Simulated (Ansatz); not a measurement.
# Ta under changes of volume

One of the cells (18.010 Å³/atom); the others are scaled copies at fixed shape and fractional positions:

```
CELL_PARAMETERS angstrom
-1.65128 1.65128 1.65128
1.65128 -1.65128 1.65128
1.65128 1.65128 -1.65128
ATOMIC_POSITIONS crystal
Ta 0.00000 0.00000 0.00000
```

* Program: Ansatz 0.2.0
* Functional: PBE
* Potentials or basis: all-electron LAPW, scalar-relativistic
* Cutoff: 283 eV (chosen from the basis error)
* Basis error allowed: 0.0005 eV/atom
* k mesh: 11 × 11 × 11
* Occupations: fermi-dirac, width 0.05 eV
* Spin: no spin polarisation

```csv
volume (Å³/atom),energy over the lowest point (meV/atom),pressure (GPa)
16.930,62.80,17.0
17.290,30.88,11.6
17.650,10.60,6.8
18.010,0.70,2.5
18.371,0.00,-1.3
18.731,7.50,-4.8
19.091,?,?
```

**Question.** What does the run at 19.091 Å³/atom give?

**Answer.** Energy over the lowest point 22.39 meV/atom; pressure -8.0 GPa.

Worked out: A Birch-Murnaghan fit of order 3 (a polynomial in V^(-2/3)) to the other rows has its minimum at 18.22 Å³/atom with B0 = V·E''(V) = 193 GPa and B' = 5.0. It gives 22.27 meV/atom at 19.091 Å³/atom, against the run's 22.39, and -dE/dV = -8.1 GPa, against -8.0.

Energies are extrapolated to zero smearing.

The runs don't all hold the same shells in valence.
